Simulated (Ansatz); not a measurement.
# Tin, alpha-Sn (diamond) under PBE: how the plane-wave cutoff moves the result

How high must the plane-wave cutoff be for energy and pressure to settle? The geometry was relaxed under PBE beforehand and stays fixed; 9 values are run, from 150 to 800 eV. Wanted are the values from which on the energy stays within 10 and 1 meV/atom, and the pressure within 0.5 GPa, of the last run. Within the series other settings stay, but some runs also write fields, which adds to their time. Spin polarisation is left out.

Computed with Ansatz 0.2.0 (DFT PBE, plane waves with PAW, scalar-relativistic, unless a step says otherwise).

## 1. Starting point

It takes space group Fd-3m (No. 227, cubic). The conventional cell has a = 6.658 Å, b = 6.658 Å, c = 6.658 Å, α = 90.00°, β = 90.00°, γ = 90.00°. Sn (site symmetry -43m) is surrounded by 4 Sn at 2.88 Å.

Structure file:

```xyz
2
Lattice="0.0000 3.3289 3.3289 3.3289 0.0000 3.3289 3.3289 3.3289 0.0000" Properties=species:S:1:pos:R:3 pbc="T T T"
Sn    3.3289    3.3289    3.3289
Sn    4.9934    4.9934    4.9934
```

## 2. The usual settings first

Input file input.yaml:

```yaml
crystal:
  lattice:
    - [0.0, 3.3289000152, 3.3289000152]
    - [3.3289000152, 0.0, 3.3289000152]
    - [3.3289000152, 3.3289000152, 0.0]
  atoms:
    - { symbol: Sn, position: [0.5, 0.5, 0.5] }
    - { symbol: Sn, position: [0.75, 0.75, 0.75] }
hamiltonian:
  xc: pbe
  pseudopotentials:
    kind: paw
    azcp:
      Sn: "pseudopotentials/Sn.paw.azcp"
basis:
  ecutwfc: 420
  fft_grid_basis: typed
kpoints:
  mp_grid: { grid: [14, 14, 14], shift: [0, 0, 0] }
magnetization:
  spin_polarized: false
scf:
  occupations: { method: fermi_dirac, width: 0.1 }
  lower_state_search: "off"
output:
  stress: true
```

Launch:

```console
ansatz run input.yaml --threads 1 --pin off --max-ram 3584MiB --backend cpu --events-out ev --progress --plain --runs-dir out
```

What it wrote, cut to the lines that bear on the results:

```text
[...]
Pseudopotentials: kind: paw
Pseudopotential: Sn, paw, valence charge 14, recommended cutoff 420 eV (normal), <dir>
Functional definition: PBE
[...]
Crystal: 2 atoms, lattice volume = 73.779 Å³
Basis set: ecut = 420 eV, 1459 PW (Γ)
Bands: 18, of which v1, the nominal top of the filled ones, is band 14 counted from 1 (13 counted from 0)
Symmetry: 48 space group operations
Space group: Fd-3m (ITA 227), of the structure as read, at distance tolerance 4.2e-5 Å
k-points: 104 of 2744
[...]
SCF iter   1: F=—  HF=-12048.428987 eV  |F-HF|=—  |Δ(HF+E_count)|=         —  Δρ=8.47e-4  dr2=1.06e-3  ethr=1.77e-3  ⟨swp⟩=5.9  Hψ=9700  notcnv=0
[...]
SCF iter   7: F=-12048.428231 eV  HF=-12048.428231 eV  |F-HF|=1.26e-8  |Δ(HF+E_count)|=   1.78e-7  Δρ=2.54e-6  dr2=3.08e-9  ethr=3.57e-10  ⟨swp⟩=5.6  Hψ=7098  notcnv=0
[...]
SCF converged after 7 iterations
Free energy (F): -12048.428231 eV
[...]
E sigma→0 (E₀):  -12048.425200 eV
Entropy (-TS):   -0.006063 eV (-3.032 meV/atom)
Fermi energy:    6.911951 eV
[...]
--- Stress (GPa, compression-positive) ---
       -0.027668       0.000000       0.000000
       -0.000000      -0.027668       0.000000
        0.000000      -0.000000      -0.027668
  P = ⅓ Tr σ = -0.0277 GPa (-0.277 kbar)
```

Wall time 9 s (1 thread of Intel Xeon Platinum 8259CL at 2.50GHz (Skylake/Cascade Lake), shared host); peak memory 0.57 GiB.

## 3. With a cutoff of 150 eV

The run at 150 eV.

Edit input.yaml of step 2 so:

```diff
@@ -15,6 +15,6 @@
 basis:
-  ecutwfc: 420
+  ecutwfc: 150
   fft_grid_basis: typed
 kpoints:
-  mp_grid: { grid: [14, 14, 14], shift: [0, 0, 0] }
+  mp_grid: { grid: [8, 8, 8], shift: [0, 0, 0] }
 magnetization:
```

Launch:

```console
ansatz run input.yaml --threads 1 --pin off --max-ram 3584MiB --backend cpu --events-out ev --progress --plain --runs-dir out
```

What it wrote, cut to the lines that bear on the results:

```text
Warning: basis.ecutwfc = 150 eV is below the records' recommended 420 eV, and the density's cutoff is lower with it unless basis.ecutrho_ratio is high enough to keep the records' density cutoff: compare with a run at a higher cutoff
Warning: basis.ecutrho_ratio 4 (ecutrho = 600 eV, dense FFT grid 20×20×20): the grid does not resolve the core-correction charge of Sn (measure 0.14 e/Å^2.5); warned from 0.08. The energy and each atom's force then go with where the atoms sit on the grid: on a 12-atom cubic HfO2 cell [...]
[... 3 set-up lines as earlier in the session ...]
[...]
Crystal: 2 atoms, lattice volume = 73.779 Å³
Basis set: ecut = 150 eV, 331 PW (Γ)
Bands: 18, of which v1, the nominal top of the filled ones, is band 14 counted from 1 (13 counted from 0)
[... 2 set-up lines as earlier in the session ...]
k-points: 29 of 512
[...]
SCF iter   1: F=—  HF=-11980.492865 eV  |F-HF|=—  |Δ(HF+E_count)|=         —  Δρ=2.01e-1  dr2=1.68e1  ethr=1.77e-3  ⟨swp⟩=4.8  Hψ=2220  notcnv=0
[...]
SCF iter   8: F=-11967.872308 eV  HF=-11967.872308 eV  |F-HF|=1.66e-8  |Δ(HF+E_count)|=   4.05e-7  Δρ=2.59e-6  dr2=3.57e-9  ethr=3.57e-10  ⟨swp⟩=4.0  Hψ=1573  notcnv=0
[...]
SCF converged after 8 iterations
Free energy (F): -11967.872308 eV
[...]
E sigma→0 (E₀):  -11967.865441 eV
Entropy (-TS):   -0.013735 eV (-6.867 meV/atom)
Fermi energy:    6.821372 eV
[...]
--- Stress (GPa, compression-positive) ---
       -0.403060       0.000000      -0.000000
        0.000000      -0.403060       0.000000
       -0.000000      -0.000000      -0.403060
  P = ⅓ Tr σ = -0.4031 GPa (-4.031 kbar)
```

Wall time 0.89 s (1 thread of Intel Xeon Platinum 8259CL at 2.50GHz (Skylake/Cascade Lake), shared host); peak memory 0.45 GiB.

## 4. With a cutoff of 200 eV

The run at 200 eV.

Edit input.yaml of step 3 so:

```diff
@@ -15,3 +15,3 @@
 basis:
-  ecutwfc: 150
+  ecutwfc: 200
   fft_grid_basis: typed
```

Launch:

```console
ansatz run input.yaml --threads 1 --pin off --max-ram 3584MiB --backend cpu --events-out ev --progress --plain --runs-dir out
```

What it wrote, cut to the lines that bear on the results:

```text
Warning: basis.ecutwfc = 200 eV is below the records' recommended 420 eV, and the density's cutoff is lower with it unless basis.ecutrho_ratio is high enough to keep the records' density cutoff: compare with a run at a higher cutoff
[...]
[... 3 set-up lines as earlier in the session ...]
[...]
Crystal: 2 atoms, lattice volume = 73.779 Å³
Basis set: ecut = 200 eV, 459 PW (Γ)
Bands: 18, of which v1, the nominal top of the filled ones, is band 14 counted from 1 (13 counted from 0)
[... 2 set-up lines as earlier in the session ...]
k-points: 29 of 512
[...]
SCF iter   1: F=—  HF=-12038.757562 eV  |F-HF|=—  |Δ(HF+E_count)|=         —  Δρ=4.50e-2  dr2=7.02e-1  ethr=1.77e-3  ⟨swp⟩=5.5  Hψ=2443  notcnv=0
[...]
SCF iter   6: F=-12038.173005 eV  HF=-12038.173005 eV  |F-HF|=1.92e-9  |Δ(HF+E_count)|=   9.99e-8  Δρ=2.19e-6  dr2=4.76e-9  ethr=3.57e-10  ⟨swp⟩=4.4  Hψ=1709  notcnv=0
[...]
SCF converged after 6 iterations
Free energy (F): -12038.173005 eV
[...]
E sigma→0 (E₀):  -12038.167002 eV
Entropy (-TS):   -0.012006 eV (-6.003 meV/atom)
Fermi energy:    6.879469 eV
[...]
--- Stress (GPa, compression-positive) ---
       -3.448783      -0.000000       0.000000
       -0.000000      -3.448783      -0.000000
        0.000000       0.000000      -3.448783
  P = ⅓ Tr σ = -3.4488 GPa (-34.488 kbar)
```

It took 1 s on 1 thread of Intel Xeon Platinum 8259CL at 2.50GHz (Skylake/Cascade Lake), shared host; peak memory 0.46 GiB.

## 5. With a cutoff of 250 eV

The run at 250 eV.

Edit input.yaml of step 4 so:

```diff
@@ -15,3 +15,3 @@
 basis:
-  ecutwfc: 200
+  ecutwfc: 250
   fft_grid_basis: typed
@@ -26 +26,5 @@
   stress: true
+  write_density: true
+  write_potential: true
+  elf: true
+  volumetric_format: npy
```

Launch:

```console
ansatz run input.yaml --threads 1 --pin off --max-ram 3584MiB --backend cpu --events-out ev --progress --plain --runs-dir out
```

What it wrote, cut to the lines that bear on the results:

```text
Warning: basis.ecutwfc = 250 eV is below the records' recommended 420 eV, and the density's cutoff is lower with it unless basis.ecutrho_ratio is high enough to keep the records' density cutoff: compare with a run at a higher cutoff
[...]
[... 3 set-up lines as earlier in the session ...]
[...]
Crystal: 2 atoms, lattice volume = 73.779 Å³
Basis set: ecut = 250 eV, 645 PW (Γ)
Bands: 18, of which v1, the nominal top of the filled ones, is band 14 counted from 1 (13 counted from 0)
[... 2 set-up lines as earlier in the session ...]
k-points: 29 of 512
[...]
SCF iter   1: F=—  HF=-12047.345585 eV  |F-HF|=—  |Δ(HF+E_count)|=         —  Δρ=9.08e-3  dr2=2.62e-2  ethr=1.77e-3  ⟨swp⟩=5.7  Hψ=2559  notcnv=0
[...]
SCF iter   7: F=-12047.328885 eV  HF=-12047.328884 eV  |F-HF|=5.19e-8  |Δ(HF+E_count)|=   5.40e-7  Δρ=3.93e-6  dr2=9.89e-9  ethr=3.57e-10  ⟨swp⟩=9.7  Hψ=3510  notcnv=0
[...]
SCF converged after 7 iterations
Free energy (F): -12047.328885 eV
[...]
E sigma→0 (E₀):  -12047.323285 eV
Entropy (-TS):   -0.011198 eV (-5.599 meV/atom)
Fermi energy:    6.861527 eV
[...]
--- Stress (GPa, compression-positive) ---
        0.969100       0.000000      -0.000000
       -0.000000       0.969100      -0.000000
       -0.000000       0.000000       0.969100
  P = ⅓ Tr σ = 0.9691 GPa (9.691 kbar)
--- Band table (eV; the first three rows and the last of 29) ---
  k-point 0: bands = ["-14.8470", "-14.8470", "-14.8470", "-14.8018", "-14.8018", "-14.5598", "-14.5598", "-14.5228", "-14.5228", "-14.5228", "-3.2313", "5.7129", "7.0210", "7.0210", "7.0210", "9.0709", "9.0709", "9.0709"]
[...]
```

Wall time 2.4 s (1 thread of Intel Xeon Platinum 8259CL at 2.50GHz (Skylake/Cascade Lake), shared host); peak memory 0.48 GiB.

## 6. With a cutoff of 300 eV

The run at 300 eV.

Edit input.yaml of step 5 so:

```diff
@@ -15,3 +15,3 @@
 basis:
-  ecutwfc: 250
+  ecutwfc: 300
   fft_grid_basis: typed
@@ -26,5 +26 @@
   stress: true
-  write_density: true
-  write_potential: true
-  elf: true
-  volumetric_format: npy
```

Launch:

```console
ansatz run input.yaml --threads 1 --pin off --max-ram 3584MiB --backend cpu --events-out ev --progress --plain --runs-dir out
```

What it wrote, cut to the lines that bear on the results:

```text
Warning: basis.ecutwfc = 300 eV is below the records' recommended 420 eV, and the density's cutoff is lower with it unless basis.ecutrho_ratio is high enough to keep the records' density cutoff: compare with a run at a higher cutoff
[...]
[... 3 set-up lines as earlier in the session ...]
[...]
Crystal: 2 atoms, lattice volume = 73.779 Å³
Basis set: ecut = 300 eV, 893 PW (Γ)
Bands: 18, of which v1, the nominal top of the filled ones, is band 14 counted from 1 (13 counted from 0)
[... 2 set-up lines as earlier in the session ...]
k-points: 29 of 512
[...]
SCF iter   1: F=—  HF=-12048.348904 eV  |F-HF|=—  |Δ(HF+E_count)|=         —  Δρ=1.33e-3  dr2=1.47e-3  ethr=1.77e-3  ⟨swp⟩=5.7  Hψ=2623  notcnv=0
[...]
SCF iter   8: F=-12048.348091 eV  HF=-12048.348091 eV  |F-HF|=1.22e-8  |Δ(HF+E_count)|=   1.72e-7  Δρ=4.77e-6  dr2=1.21e-8  ethr=3.57e-10  ⟨swp⟩=3.0  Hψ=2092  notcnv=0
[...]
SCF converged after 8 iterations
Free energy (F): -12048.348091 eV
[...]
E sigma→0 (E₀):  -12048.342689 eV
Entropy (-TS):   -0.010804 eV (-5.402 meV/atom)
Fermi energy:    6.840542 eV
[...]
--- Stress (GPa, compression-positive) ---
        0.073619       0.000000      -0.000000
        0.000000       0.073619       0.000000
       -0.000000      -0.000000       0.073619
  P = ⅓ Tr σ = 0.0736 GPa (0.736 kbar)
```

Wall time 2.1 s (1 thread of Intel Xeon Platinum 8259CL at 2.50GHz (Skylake/Cascade Lake), shared host); peak memory 0.48 GiB.

## 7. With a cutoff of 350 eV

The run at 350 eV.

Edit input.yaml of step 6 so:

```diff
@@ -15,3 +15,3 @@
 basis:
-  ecutwfc: 300
+  ecutwfc: 350
   fft_grid_basis: typed
```

Launch:

```console
ansatz run input.yaml --threads 1 --pin off --max-ram 3584MiB --backend cpu --events-out ev --progress --plain --runs-dir out
```

What it wrote, cut to the lines that bear on the results:

```text
Warning: basis.ecutwfc = 350 eV is below the records' recommended 420 eV, and the density's cutoff is lower with it unless basis.ecutrho_ratio is high enough to keep the records' density cutoff: compare with a run at a higher cutoff
[...]
[... 3 set-up lines as earlier in the session ...]
[...]
Crystal: 2 atoms, lattice volume = 73.779 Å³
Basis set: ecut = 350 eV, 1067 PW (Γ)
Bands: 18, of which v1, the nominal top of the filled ones, is band 14 counted from 1 (13 counted from 0)
[... 2 set-up lines as earlier in the session ...]
k-points: 29 of 512
[...]
SCF iter   1: F=—  HF=-12048.419173 eV  |F-HF|=—  |Δ(HF+E_count)|=         —  Δρ=8.47e-4  dr2=1.06e-3  ethr=1.77e-3  ⟨swp⟩=5.8  Hψ=2669  notcnv=0
[...]
SCF iter   7: F=-12048.418388 eV  HF=-12048.418388 eV  |F-HF|=1.06e-8  |Δ(HF+E_count)|=   1.95e-7  Δρ=2.58e-6  dr2=3.15e-9  ethr=3.57e-10  ⟨swp⟩=5.2  Hψ=1935  notcnv=0
[...]
SCF converged after 7 iterations
Free energy (F): -12048.418388 eV
[...]
E sigma→0 (E₀):  -12048.412991 eV
Entropy (-TS):   -0.010795 eV (-5.397 meV/atom)
Fermi energy:    6.838541 eV
[...]
--- Stress (GPa, compression-positive) ---
        0.042216      -0.000000       0.000000
        0.000000       0.042216       0.000000
        0.000000       0.000000       0.042216
  P = ⅓ Tr σ = 0.0422 GPa (0.422 kbar)
```

It took 2.6 s on 1 thread of Intel Xeon Platinum 8259CL at 2.50GHz (Skylake/Cascade Lake), shared host; peak memory 0.49 GiB.

## 8. With a cutoff of 420 eV

The run at 420 eV.

Edit input.yaml of step 7 so:

```diff
@@ -15,3 +15,3 @@
 basis:
-  ecutwfc: 350
+  ecutwfc: 420
   fft_grid_basis: typed
@@ -26 +26,5 @@
   stress: true
+  write_density: true
+  write_potential: true
+  elf: true
+  volumetric_format: npy
```

Launch:

```console
ansatz run input.yaml --threads 1 --pin off --max-ram 3584MiB --backend cpu --events-out ev --progress --plain --runs-dir out
```

What it wrote, cut to the lines that bear on the results:

```text
[...]
[... 3 set-up lines as earlier in the session ...]
[...]
Crystal: 2 atoms, lattice volume = 73.779 Å³
Basis set: ecut = 420 eV, 1459 PW (Γ)
Bands: 18, of which v1, the nominal top of the filled ones, is band 14 counted from 1 (13 counted from 0)
[... 2 set-up lines as earlier in the session ...]
k-points: 29 of 512
[...]
SCF iter   1: F=—  HF=-12048.423136 eV  |F-HF|=—  |Δ(HF+E_count)|=         —  Δρ=8.29e-4  dr2=1.03e-3  ethr=1.77e-3  ⟨swp⟩=6.0  Hψ=2695  notcnv=0
[...]
SCF iter   7: F=-12048.422398 eV  HF=-12048.422398 eV  |F-HF|=1.26e-8  |Δ(HF+E_count)|=   1.42e-7  Δρ=2.07e-6  dr2=2.29e-9  ethr=3.57e-10  ⟨swp⟩=10.3  Hψ=3888  notcnv=0
[...]
SCF converged after 7 iterations
Free energy (F): -12048.422398 eV
[...]
E sigma→0 (E₀):  -12048.416999 eV
Entropy (-TS):   -0.010798 eV (-5.399 meV/atom)
Fermi energy:    6.837915 eV
[...]
--- Stress (GPa, compression-positive) ---
        0.024110      -0.000000       0.000000
       -0.000000       0.024110       0.000000
        0.000000      -0.000000       0.024110
  P = ⅓ Tr σ = 0.0241 GPa (0.241 kbar)
--- Band table (eV; the first three rows and the last of 29) ---
  k-point 0: bands = ["-14.6582", "-14.6582", "-14.6582", "-14.6087", "-14.6087", "-14.3565", "-14.3565", "-14.3565", "-14.3552", "-14.3552", "-3.2218", "5.7362", "6.9775", "6.9775", "6.9775", "9.0386", "9.0386", "9.0386"]
[...]
```

Run time: 3.1 s. Hardware: 1 thread of Intel Xeon Platinum 8259CL at 2.50GHz (Skylake/Cascade Lake), shared host; peak memory 0.51 GiB.

## 9. With a cutoff of 500 eV

The run at 500 eV.

Edit input.yaml of step 8 so:

```diff
@@ -15,3 +15,3 @@
 basis:
-  ecutwfc: 420
+  ecutwfc: 500
   fft_grid_basis: typed
@@ -26,5 +26 @@
   stress: true
-  write_density: true
-  write_potential: true
-  elf: true
-  volumetric_format: npy
```

Launch:

```console
ansatz run input.yaml --threads 1 --pin off --max-ram 3584MiB --backend cpu --events-out ev --progress --plain --runs-dir out
```

What it wrote, cut to the lines that bear on the results:

```text
[...]
[... 3 set-up lines as earlier in the session ...]
[...]
Crystal: 2 atoms, lattice volume = 73.779 Å³
Basis set: ecut = 500 eV, 1893 PW (Γ)
Bands: 18, of which v1, the nominal top of the filled ones, is band 14 counted from 1 (13 counted from 0)
[... 2 set-up lines as earlier in the session ...]
k-points: 29 of 512
[...]
SCF iter   1: F=—  HF=-12048.424548 eV  |F-HF|=—  |Δ(HF+E_count)|=         —  Δρ=7.96e-4  dr2=1.02e-3  ethr=1.77e-3  ⟨swp⟩=5.9  Hψ=2736  notcnv=0
[...]
SCF iter   7: F=-12048.423836 eV  HF=-12048.423836 eV  |F-HF|=1.24e-8  |Δ(HF+E_count)|=   8.25e-8  Δρ=2.15e-6  dr2=2.89e-9  ethr=3.57e-10  ⟨swp⟩=5.6  Hψ=1992  notcnv=0
[...]
SCF converged after 7 iterations
Free energy (F): -12048.423836 eV
[...]
E sigma→0 (E₀):  -12048.418437 eV
Entropy (-TS):   -0.010798 eV (-5.399 meV/atom)
Fermi energy:    6.837740 eV
[...]
--- Stress (GPa, compression-positive) ---
        0.018288       0.000000       0.000000
        0.000000       0.018288       0.000000
       -0.000000       0.000000       0.018288
  P = ⅓ Tr σ = 0.0183 GPa (0.183 kbar)
```

Wall time 3.5 s (1 thread of Intel Xeon Platinum 8259CL at 2.50GHz (Skylake/Cascade Lake), shared host); peak memory 0.53 GiB.

## 10. With a cutoff of 600 eV

The run at 600 eV.

Edit input.yaml of step 9 so:

```diff
@@ -15,3 +15,3 @@
 basis:
-  ecutwfc: 500
+  ecutwfc: 600
   fft_grid_basis: typed
@@ -26 +26,5 @@
   stress: true
+  write_density: true
+  write_potential: true
+  elf: true
+  volumetric_format: npy
```

Launch:

```console
ansatz run input.yaml --threads 1 --pin off --max-ram 3584MiB --backend cpu --events-out ev --progress --plain --runs-dir out
```

What it wrote, cut to the lines that bear on the results:

```text
[...]
[... 3 set-up lines as earlier in the session ...]
[...]
Crystal: 2 atoms, lattice volume = 73.779 Å³
Basis set: ecut = 600 eV, 2445 PW (Γ)
Bands: 18, of which v1, the nominal top of the filled ones, is band 14 counted from 1 (13 counted from 0)
[... 2 set-up lines as earlier in the session ...]
k-points: 29 of 512
[...]
SCF iter   1: F=—  HF=-12048.424728 eV  |F-HF|=—  |Δ(HF+E_count)|=         —  Δρ=8.06e-4  dr2=1.01e-3  ethr=1.77e-3  ⟨swp⟩=5.9  Hψ=2786  notcnv=0
[...]
SCF iter   7: F=-12048.424029 eV  HF=-12048.424029 eV  |F-HF|=1.33e-8  |Δ(HF+E_count)|=   8.04e-8  Δρ=2.11e-6  dr2=2.75e-9  ethr=3.57e-10  ⟨swp⟩=10.7  Hψ=4034  notcnv=0
[...]
SCF converged after 7 iterations
Free energy (F): -12048.424029 eV
[...]
E sigma→0 (E₀):  -12048.418630 eV
Entropy (-TS):   -0.010798 eV (-5.399 meV/atom)
Fermi energy:    6.837754 eV
[...]
--- Stress (GPa, compression-positive) ---
        0.018228      -0.000000      -0.000000
       -0.000000       0.018228      -0.000000
        0.000000      -0.000000       0.018228
  P = ⅓ Tr σ = 0.0182 GPa (0.182 kbar)
--- Band table (eV; the first three rows and the last of 29) ---
  k-point 0: bands = ["-14.6591", "-14.6591", "-14.6591", "-14.6096", "-14.6096", "-14.3574", "-14.3574", "-14.3574", "-14.3561", "-14.3561", "-3.2217", "5.7362", "6.9773", "6.9773", "6.9773", "9.0383", "9.0383", "9.0383"]
[...]
```

It took 6.5 s on 1 thread of Intel Xeon Platinum 8259CL at 2.50GHz (Skylake/Cascade Lake), shared host; peak memory 0.56 GiB.

## 11. With a cutoff of 800 eV

The run at 800 eV.

Edit input.yaml of step 10 so:

```diff
@@ -15,3 +15,3 @@
 basis:
-  ecutwfc: 600
+  ecutwfc: 800
   fft_grid_basis: typed
```

Launch:

```console
ansatz run input.yaml --threads 1 --pin off --max-ram 3584MiB --backend cpu --events-out ev --progress --plain --runs-dir out
```

What it wrote, cut to the lines that bear on the results:

```text
[...]
[... 3 set-up lines as earlier in the session ...]
[...]
Crystal: 2 atoms, lattice volume = 73.779 Å³
Basis set: ecut = 800 eV, 3767 PW (Γ)
Bands: 18, of which v1, the nominal top of the filled ones, is band 14 counted from 1 (13 counted from 0)
[... 2 set-up lines as earlier in the session ...]
k-points: 29 of 512
[...]
SCF iter   1: F=—  HF=-12048.424793 eV  |F-HF|=—  |Δ(HF+E_count)|=         —  Δρ=8.12e-4  dr2=1.01e-3  ethr=1.77e-3  ⟨swp⟩=6.0  Hψ=2864  notcnv=0
[...]
SCF iter   7: F=-12048.424127 eV  HF=-12048.424127 eV  |F-HF|=1.37e-8  |Δ(HF+E_count)|=   7.91e-8  Δρ=2.14e-6  dr2=2.85e-9  ethr=3.57e-10  ⟨swp⟩=11.1  Hψ=4110  notcnv=0
[...]
SCF converged after 7 iterations
Free energy (F): -12048.424127 eV
[...]
E sigma→0 (E₀):  -12048.418729 eV
Entropy (-TS):   -0.010798 eV (-5.399 meV/atom)
Fermi energy:    6.837759 eV
[...]
--- Stress (GPa, compression-positive) ---
        0.018086       0.000000       0.000000
       -0.000000       0.018086       0.000000
       -0.000000      -0.000000       0.018086
  P = ⅓ Tr σ = 0.0181 GPa (0.181 kbar)
--- Band table (eV; the first three rows and the last of 29) ---
  k-point 0: bands = ["-14.6591", "-14.6591", "-14.6591", "-14.6095", "-14.6095", "-14.3574", "-14.3574", "-14.3574", "-14.3561", "-14.3561", "-3.2217", "5.7362", "6.9774", "6.9774", "6.9774", "9.0383", "9.0383", "9.0383"]
[...]
```

Wall time 12 s (1 thread of Intel Xeon Platinum 8259CL at 2.50GHz (Skylake/Cascade Lake), shared host); peak memory 0.61 GiB.

## 12. Convergence table

Differences are taken from the run at 800 eV.

| cutoff (eV) | plane waves at Γ | E(σ → 0) (meV/atom) | P (GPa) | SCF cycles | CPU time |
| --- | --- | --- | --- | --- | --- |
| 150 | 331 | 40276.64 | -0.40 | 8 | 0.88 s |
| 200 | 459 | 5125.86 | -3.45 | 6 | 1 s |
| 250 | 645 | 547.72 | 0.97 | 7 | 2.4 s |
| 300 | 893 | 38.02 | 0.07 | 8 | 2.1 s |
| 350 | 1067 | 2.87 | 0.04 | 7 | 2.6 s |
| 420 | 1459 | 0.86 | 0.02 | 7 | 3.1 s |
| 500 | 1893 | 0.15 | 0.02 | 7 | 3.5 s |
| 600 | 2445 | 0.05 | 0.02 | 7 | 6.5 s |
| 800 | 3767 | 0.00 | 0.02 | 7 | 12 s |

## 13. Summary of results

| quantity | value |
| --- | --- |
| E(σ → 0) stays within 10 meV/atom of 800 eV | from 350 eV on |
| E(σ → 0) stays within 1 meV/atom | from 420 eV on |
| pressure stays within 0.5 GPa | from 300 eV on |
| pressure at 800 eV | 0.02 GPa |
| CPU time, dearest over cheapest | 14 |
| run at the usual settings (mesh 14×14×14 against the series' 8×8×8, 420 eV) | -3.2 meV/atom from 800 eV, -0.03 GPa |

**Reading.** At 150 eV the energy differs by +40277 meV/atom and the pressure by -0.4 GPa. Each step up in cutoff lowers the energy. 1 meV/atom is reached at 420 eV; energy differences often converge earlier, as errors cancel. The cell taken over is 8 % larger than the measured one (34.19 Å³/atom, COD).
